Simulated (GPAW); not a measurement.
# ZrO2 (P4_2/nmc) in GPAW: convergence with plane-wave cutoff (eV)

Aim: find how far plane-wave cutoff (eV) must go before the results for ZrO2 settle, at LDA. This setting moves, with any that are tied to it; all else stays.

Everything below comes from runs of GPAW 26.7.0. Logs are shortened: lines on timing, memory, paths and dates and some standing lists are left out, and cuts for length are marked. The log counts tension as positive stress, the text compression.

### Step 1. The structure

The structure is tetragonal, space group P4_2/nmc (No. 137). The conventional cell has a = 3.596 Å, b = 3.596 Å, c = 5.177 Å, α = 90.00°, β = 90.00°, γ = 90.00°. Around Zr (site symmetry -4m2) lie 8 O at 2.08 to 2.37 Å. O (site symmetry 2mm) has 4 Zr at 2.08 to 2.37 Å as nearest neighbours.

### Step 2. With plane-wave cutoff (eV) 300

run.py reads:

```python
from ase.dft.bandgap import bandgap
from ase.io import read, write
from ase.units import GPa
from gpaw import GPAW, PW

atoms = read('ZrO2.xyz')

calc = GPAW(mode=PW(300),
            xc='LDA',
            kpts={'size': (5, 5, 3), 'gamma': True},
            occupations={'name': 'fermi-dirac', 'width': 0.05},
            nbands=43,
            convergence={'density': 1e-05, 'energy': 1e-05},
            maxiter=100,
            txt='gpaw.txt')
atoms.calc = calc
energy = atoms.get_potential_energy()
forces = atoms.get_forces()
stress = atoms.get_stress()
calc.write('gs.gpw')
write('result.traj', atoms)
print(f'Energy: {energy:.6f} eV')
print('Forces (eV/A):')
print(forces.round(4))
print('Stress (GPa):', (stress / GPa).round(3))
print('Fermi level:', round(calc.get_fermi_level(), 4), 'eV')
print(f'Gap: {bandgap(calc)[0]:.4f} eV, direct: {bandgap(calc, direct=True)[0]:.4f} eV')
```

ZrO2.xyz reads:

```xyz
6
Lattice="3.5961000000 0.0000000000 0.0000000000 0.0000000000 3.5961000000 0.0000000000 0.0000000000 0.0000000000 5.1770000000" Properties=species:S:1:pos:R:3 pbc="T T T"
Zr     1.7980500000      1.7980500000      2.5885000000
Zr     0.0000000000      0.0000000000      0.0000000000
O      1.7980500000      0.0000000000      4.1260690000
O      1.7980500000      0.0000000000      1.5375690000
O      0.0000000000      1.7980500000      3.6394310000
O      0.0000000000      1.7980500000      1.0509310000
```

Potentials or basis: the program's PAW data sets (release 1.2.1) made for this functional, pw.

Command:

```console
> OMP_NUM_THREADS=1 python run.py
```

gpaw.txt:

```text
__  _  _
 | _ |_)|_||  |
 |__||  | ||/\| - 26.7.0

Input parameters:
  mode=PW(ecut=300.0),
  convergence={'density': 1e-05, 'energy': 1e-05},
  kpts=MonkhorstPack(size=(5, 5, 3), gamma=True),
  maxiter=100,
  nbands=43,
  occupations=Occupations(name='fermi-dirac', width=0.05),
  xc=XC(name='LDA')

Diagonalizing LCAO Hamiltonian
Converting LCAO to pw mode
   .--------.
  /|        |
 * |        |
 |O| O      |
 | |   Zr   |
 | |        |
 |O.-O------.
 |/        /
 Zr-------*

Atoms  # Å, Bohr magnetons
|   | symbol |        x |        y |        z |    initial magnetic moments |
|---|--------|----------|----------|----------|-----------------------------|
| 0 |     Zr | 1.798050 | 1.798050 | 2.588500 | ( 0.0000,  0.0000,  0.0000) |
| 1 |     Zr | 0.000000 | 0.000000 | 0.000000 | ( 0.0000,  0.0000,  0.0000) |
| 2 |      O | 1.798050 | 0.000000 | 4.126069 | ( 0.0000,  0.0000,  0.0000) |
| 3 |      O | 1.798050 | 0.000000 | 1.537569 | ( 0.0000,  0.0000,  0.0000) |
| 4 |      O | 0.000000 | 1.798050 | 3.639431 | ( 0.0000,  0.0000,  0.0000) |
| 5 |      O | 0.000000 | 1.798050 | 1.050931 | ( 0.0000,  0.0000,  0.0000) |

Unit cell  # Å
| periodic |        x |        y |        z |  lengths |    angles |
|----------|----------|----------|----------|----------|-----------|
|      yes | 3.596100 | 0.000000 | 0.000000 | 3.596100 | 90.000000 |
|      yes | 0.000000 | 3.596100 | 0.000000 | 3.596100 | 90.000000 |
|      yes | 0.000000 | 0.000000 | 5.177000 | 5.177000 | 90.000000 |

Number of symmetries: 8
Symmetry operations  # r_c * U_cc + t_c -> r_c
|   | kind |            matrix            |
|---|------|------------------------------|
| 0 |  E   |  1, 0, 0,  0, 1, 0,  0, 0, 1 |
| 1 |  σ   |  1, 0, 0,  0,-1, 0,  0, 0, 1 |
| 2 |  C2  |  0, 1, 0,  1, 0, 0,  0, 0,-1 |
| 3 |  S4  |  0, 1, 0, -1, 0, 0,  0, 0,-1 |
| 4 |  S4  |  0,-1, 0,  1, 0, 0,  0, 0,-1 |
| 5 |  C2  |  0,-1, 0, -1, 0, 0,  0, 0,-1 |
| 6 |  σ   | -1, 0, 0,  0, 1, 0,  0, 0, 1 |
| 7 |  C2  | -1, 0, 0,  0,-1, 0,  0, 0, 1 |

BZ-sampling:
  Number of BZ points: 75
  Number of IBZ points: 12

  Monkhorst-Pack size: [5, 5, 3]
  Monkhorst-Pack shift: [0, 0, 0]

K-points  # in reciprocal-cell coordinates
|     |                                coordinates |     weight |
|-----|--------------------------------------------|------------|
|   0 | (  0.00000000,   0.00000000,   0.00000000) | 0.01333333 |
|   1 | (  0.00000000,   0.00000000,   0.33333333) | 0.02666667 |
|   2 | (  0.20000000,   0.00000000,   0.00000000) | 0.05333333 |
|   3 | (  0.20000000,   0.00000000,   0.33333333) | 0.10666667 |
|   4 | (  0.20000000,   0.20000000,   0.00000000) | 0.05333333 |
|   5 | (  0.20000000,   0.20000000,   0.33333333) | 0.10666667 |
|   6 | (  0.40000000,   0.00000000,   0.00000000) | 0.05333333 |
|   7 | (  0.40000000,   0.00000000,   0.33333333) | 0.10666667 |
|   8 | (  0.40000000,   0.20000000,   0.00000000) | 0.10666667 |
|   9 | (  0.40000000,   0.20000000,   0.33333333) | 0.21333333 |
| ... |                                            |            |
|  11 | (  0.40000000,   0.40000000,   0.33333333) | 0.10666667 |

Plane wave coefficients: 803
Cutoff: 300.0 eV

Spin-components: 1 (collinear spins)
Bands:           43
Projectors:      32
Spin-degeneracy: 2
Datatype:        complex128

Parallelization:
  kpt:    1
  domain: 1
  band:   1

Density:
  Valence electrons: 48.0
  Components: 1
  Grid points: [15 15 21]
  Charge: 0.0  # |e|

Potential:
  Grid points: [15 15 21]

species:
  Zr:
    name:    Zirconium
    Z:       40.0
    valence: 12
    core:    28
    charge:  0.0  # [|e|]
    compensation charges:
      type: gauss
      rc: 0.40  # [Å]
      lmax: 2
    cutoffs:
      filter: 2.39  # [Å]
      core: 1.59  # [Å]
    projectors
    | kind |    occ | energy [eV] | rcut [Å] |
    |------|--------|-------------|----------|
    |   4s |  2.000 |     -54.491 |    1.323 |
    |   5s |  2.000 |      -4.587 |    1.323 |
    |   4p |  6.000 |     -32.510 |    1.334 |
    |   5p |  0.000 |      -1.548 |    1.334 |
    |   4d |  2.000 |      -3.736 |    1.244 |
    |    d |        |      23.475 |    1.244 |

    Using partial waves for Zr as LCAO basis

  O:
    name:    Oxygen
    Z:       8.0
    valence: 6
    core:    2
    charge:  0.0  # [|e|]
    compensation charges:
      type: gauss
      rc: 0.21  # [Å]
      lmax: 2
    cutoffs:
      filter: 1.17  # [Å]
      core: 0.83  # [Å]
    projectors
    | kind |    occ | energy [eV] | rcut [Å] |
    |------|--------|-------------|----------|
    |   2s |  2.000 |     -23.752 |    0.688 |
    |   2p |  4.000 |      -9.195 |    0.598 |
    |    s |        |       3.459 |    0.688 |
    |    p |        |      18.016 |    0.598 |
    |    d |        |       0.000 |    0.619 |

    Using partial waves for O as LCAO basis

Reference energy: -203684.757664  # eV

eigensolver:
  PPCG
  Converge bands: occupied
  niter=2

density mixing:
  MSR1-Mixer
  Pratt-step length: 0.05
  Maximum mixing coefficient: 0.75
  Old densities: 10
  SVD Regularization: 0.005
  Good broyden scale: 1.0
  Trust region scale: 1.0
  Backstep threshold: 4.0
  History deletion threshold: 6.0
  Fourier metric: weight=20.0, sigma=0.015

occupation numbers:
  Fermi-Dirac:
    width: 0.0500  # eV

poisson solver:
  ecut: 2400.0  # eV

xc functional:
  name: None

convergence criteria:
- Maximum integral of absolute [dens]ity change: 1e-05 electrons / valence electron
- Maximum [total energy] change in last 3 cyles: 1e-05 eV / valence electron
- Maximum integral of absolute [eigenst]ate change: 4e-08 eV^2 / valence electron
maximum number of iterations: 100

SCF iterations
|iter     | |      energy | eigst |  dens |
|---------|-|-------------|-------|-------|
|iter:   1| |  -36.294337 | +0.05 |       |
|iter:   2| |  -35.620343 | -1.87 | -0.93 |
|iter:   3| |  -32.731952 | -1.14 | -0.97 |
|iter:   4| |  -32.643096 | -2.83 | -1.60 |
|iter:   5| |  -32.630688 | -3.20 | -2.10 |
|iter:   6| |  -32.629911 | -4.24 | -2.79 |
|iter:   7| |  -32.629854 | -5.67 | -3.32 |
|iter:   8| |  -32.629826c| -6.43 | -3.59 |
|iter:   9| |  -32.629821c| -7.05 | -4.10 |
|iter:  10| |  -32.629820c| -7.59c| -4.77 |
|iter:  11| |  -32.629819c| -7.96c| -5.13c|

Converged in 11 steps
Energy contributions relative to reference atoms: (reference = -203684.757664)

Energy contributions:
  Kinetic:         -68.679782
  Coulomb:          79.529409
  Zero:             -0.262096
  External:          0.000000
  Xc:              -43.217351
  Entropy:          -0.000000
  Spinorbit:         0.000000
  ----------------------------
  Free energy:     -32.629819
  Extrapolated:    -32.629819

dipole moment: (-33.839274, -33.839274, -18.955406)  # |e|*Ang

Fermi level: 8.548
Eigenvalues  # (at kpt = [0.000, 0.000, 0.000])
| band index |      eig [eV] | occ [0-2] |
|------------|---------------|-----------|
|          0 |       -39.985 |     2.000 |
|        ... |               |           |
|         16 |         4.832 |     2.000 |
|         17 |         4.832 |     2.000 |
|         18 |         6.046 |     2.000 |
|         19 |         6.046 |     2.000 |
|         20 |         6.735 |     2.000 |
|         21 |         7.096 |     2.000 |
[... 8 lines left out ...]
|         30 |        15.342 |     0.000 |
|         31 |        15.342 |     0.000 |
|        ... |               |           |
|         42 |        24.571 |     0.000 |

Gap: 3.573 eV
Transition (v -> c):
  (s=0, k=1, n=23, [0.00, 0.00, 0.33]) -> (s=0, k=0, n=24, [0.00, 0.00, 0.00])
Direct/indirect transitions are different
Direct gap: 3.786 eV
Transition at: (s=0, k=0, n=23, [0.00, 0.00, 0.00])

Forces  # eV/Ang
|       x |       y |        z |
|---------|---------|----------|
| 0.00000 | 0.00000 |  0.00000 |  # Zr   0
| 0.00000 | 0.00000 |  0.00000 |  # Zr   1
| 0.00000 | 0.00000 |  0.43036 |  # O    2
| 0.00000 | 0.00000 |  0.08722 |  # O    3
| 0.00000 | 0.00000 | -0.08722 |  # O    4
| 0.00000 | 0.00000 | -0.43036 |  # O    5

Stress tensor  # eV/Ang^3
|        x |        y |        z |
|----------|----------|----------|
| 1.148685 | 0.000000 | 0.000000 |
| 0.000000 | 1.148685 | 0.000000 |
| 0.000000 | 0.000000 | 1.141837 |

# Writing to gs.gpw (mode='')
```

Wall time 9 s (1 thread of Arm Neoverse V2, shared host); peak memory 0.14 GiB.

What came out:

```
Free energy            : -32.6298 eV
Pressure               : -183.7 GPa
Largest force          : 0.430 eV/Å
Band gap on the k mesh : 3.57 eV, indirect (least direct gap 3.79 eV)
```

### Step 3. With plane-wave cutoff (eV) 350

Changes to run.py since step 2:

```diff
@@ -7,3 +7,3 @@
 
-calc = GPAW(mode=PW(300),
+calc = GPAW(mode=PW(350),
             xc='LDA',
```

ZrO2.xyz is that of step 2.

Potentials or basis: the program's PAW data sets (release 1.2.1) made for this functional, pw.

Command:

```console
> OMP_NUM_THREADS=1 python run.py
```

It took 10 s on 1 thread of Arm Neoverse V2, shared host; peak memory 0.15 GiB.

What came out:

```yaml
Free_energy: -46.4783 eV
Pressure: -123.2 GPa
Largest_force: 0.089 eV/Å
Band_gap_on_the_k_mesh: 3.69 eV, direct
```

### Step 4. With plane-wave cutoff (eV) 400

Changes to run.py since step 3:

```diff
@@ -7,3 +7,3 @@
 
-calc = GPAW(mode=PW(350),
+calc = GPAW(mode=PW(400),
             xc='LDA',
```

ZrO2.xyz is that of step 3.

Command:

```console
> OMP_NUM_THREADS=1 python run.py
```

Run time: 13 s. Hardware: 1 thread of Arm Neoverse V2, shared host; peak memory 0.16 GiB.

What came out:

```
Free energy            : -54.1668 eV
Pressure               : -78.4 GPa
Largest force          : 0.157 eV/Å
Band gap on the k mesh : 3.87 eV, indirect (least direct gap 4.02 eV)
```

### Step 5. With plane-wave cutoff (eV) 500

Changes to run.py since step 4:

```diff
@@ -7,3 +7,3 @@
 
-calc = GPAW(mode=PW(400),
+calc = GPAW(mode=PW(500),
             xc='LDA',
```

ZrO2.xyz is that of step 4.

Command:

```console
> OMP_NUM_THREADS=1 python run.py
```

It took 15 s on 1 thread of Arm Neoverse V2, shared host; peak memory 0.17 GiB.

Results:

```
Free energy            : -60.1045 eV
Pressure               : -32.0 GPa
Largest force          : 0.185 eV/Å
Band gap on the k mesh : 3.91 eV, indirect (least direct gap 4.02 eV)
```

### Step 6. With plane-wave cutoff (eV) 600

Changes to run.py since step 5:

```diff
@@ -7,3 +7,3 @@
 
-calc = GPAW(mode=PW(500),
+calc = GPAW(mode=PW(600),
             xc='LDA',
```

ZrO2.xyz is that of step 5.

Potentials or basis: the program's PAW data sets (release 1.2.1) made for this functional, pw.

Command:

```console
> OMP_NUM_THREADS=1 python run.py
```

It took 22 s on 1 thread of Arm Neoverse V2, shared host; peak memory 0.18 GiB.

Results (log left out):

| Property | Result |
| --- | --- |
| Free energy | -61.5222 eV |
| Pressure | -16.2 GPa |
| Largest force | 0.183 eV/Å |
| Band gap on the k mesh | 3.90 eV, indirect (least direct gap 4.02 eV) |

### Step 7. With plane-wave cutoff (eV) 700

Changes to run.py since step 6:

```diff
@@ -7,3 +7,3 @@
 
-calc = GPAW(mode=PW(600),
+calc = GPAW(mode=PW(700),
             xc='LDA',
```

ZrO2.xyz is that of step 6.

Command:

```console
> OMP_NUM_THREADS=1 python run.py
```

Run time: 27 s. Hardware: 1 thread of Arm Neoverse V2, shared host; peak memory 0.2 GiB.

It converged, with:

| Property | Result |
| --- | --- |
| Free energy | -61.8267 eV |
| Pressure | -11.5 GPa |
| Largest force | 0.186 eV/Å |
| Band gap on the k mesh | 3.91 eV, indirect (least direct gap 4.02 eV) |

### Step 8. With plane-wave cutoff (eV) 800

Changes to run.py since step 7:

```diff
@@ -7,3 +7,3 @@
 
-calc = GPAW(mode=PW(700),
+calc = GPAW(mode=PW(800),
             xc='LDA',
```

ZrO2.xyz is that of step 7.

Command:

```console
> OMP_NUM_THREADS=1 python run.py
```

Run time: 31 s. Hardware: 1 thread of Arm Neoverse V2, shared host; peak memory 0.21 GiB.

Results (log left out):

* Free energy: -61.8735 eV
* Pressure: -10.5 GPa
* Largest force: 0.186 eV/Å
* Band gap on the k mesh: 3.91 eV, indirect (least direct gap 4.02 eV)

### Step 9. With plane-wave cutoff (eV) 1000

Changes to run.py since step 8:

```diff
@@ -7,3 +7,3 @@
 
-calc = GPAW(mode=PW(800),
+calc = GPAW(mode=PW(1000),
             xc='LDA',
```

ZrO2.xyz is that of step 8.

Potentials or basis: the program's PAW data sets (release 1.2.1) made for this functional, pw.

Command:

```console
> OMP_NUM_THREADS=1 python run.py
```

Wall time 42 s (1 thread of Arm Neoverse V2, shared host); peak memory 0.25 GiB.

It converged, with:

```
Free energy            : -61.8794 eV
Pressure               : -10.3 GPa
Largest force          : 0.186 eV/Å
Band gap on the k mesh : 3.91 eV, indirect (least direct gap 4.02 eV)
```

### Step 10. With plane-wave cutoff (eV) 1200

Changes to run.py since step 9:

```diff
@@ -7,3 +7,3 @@
 
-calc = GPAW(mode=PW(1000),
+calc = GPAW(mode=PW(1200),
             xc='LDA',
```

ZrO2.xyz is that of step 9.

Command:

```console
> OMP_NUM_THREADS=1 python run.py
```

Run time: 56 s. Hardware: 1 thread of Arm Neoverse V2, shared host; peak memory 0.29 GiB.

Results (log left out):

```
Free energy            : -61.8832 eV
Pressure               : -10.3 GPa
Largest force          : 0.186 eV/Å
Band gap on the k mesh : 3.91 eV, indirect (least direct gap 4.02 eV)
```

### Step 11. The series at a glance

```
plane-wave cutoff (eV)  energy less the tightest run, at zero smearing (meV/atom)  pressure (GPa)  largest force (eV/Å)  gap on the mesh (eV)  SCF cycles  CPU time (s)  peak memory (GiB)
                   300                                                    4875.57         -183.67                 0.430                 3.573          11             9               0.14
                   350                                                    2567.50         -123.17                 0.089                 3.690          11            10               0.15
                   400                                                    1286.07          -78.43                 0.157                 3.870          11            13               0.16
                   500                                                     296.45          -31.96                 0.185                 3.909          11            15               0.17
                   600                                                      60.17          -16.20                 0.183                 3.905          11            22               0.18
                   700                                                       9.42          -11.50                 0.186                 3.907          11            27                0.2
                   800                                                       1.63          -10.45                 0.186                 3.906          11            31               0.21
                  1000                                                       0.64          -10.31                 0.186                 3.906          11            42               0.25
                  1200                                                       0.00          -10.31                 0.186                 3.906          11            56               0.29
```

Against the tightest run, the energy stays within 1 meV/atom from 1000 on; the pressure stays within 0.1 GPa from 1000 on; the largest force stays within 0.005 eV/Å from 500 on; the gap on the mesh stays within 0.01 eV from 500 on. The tightest run that finished is the yardstick and may itself not be fully converged.

Caveats: an odd mesh through Γ misses points on the zone boundary, where band edges often lie.
